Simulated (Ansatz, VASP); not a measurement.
Au in VASP and in Ansatz

```
Au
1.0
     0.00000    3.12796    3.12796
     3.12796    0.00000    3.12796
     3.12796    3.12796    0.00000
Au
2
Direct
  0.12500 0.12500 0.12500
  0.87500 0.87500 0.87500
```

Alike in both runs: task single point; functional PBEsol; k mesh 10 × 10 × 10; occupations fermi-dirac, width 0.1 eV; no spin polarisation.

```csv
,VASP,Ansatz
version,VASP 6.6.1,Ansatz 0.2.0
potentials or method,"VASP PAW PBE potentials, release 64 (Au)","plane waves (420 eV) with PAW, scalar-relativistic"
plane-wave cutoff (eV),520,420
valence electrons in the cell,22,38
```

Ansatz gave:

```
pressure (GPa) : -5.6
```

Estimate VASP's values.

pressure (GPa): -5.7.

The two sets of potentials don't hold the same shells in valence. Ansatz warned: «pseudo_functional_mismatch».

Caveats: the PAW data sets were made with another functional, which shifts forces and pressure a little (VASP). Spin-orbit coupling is left out, which matters for the levels of Au.
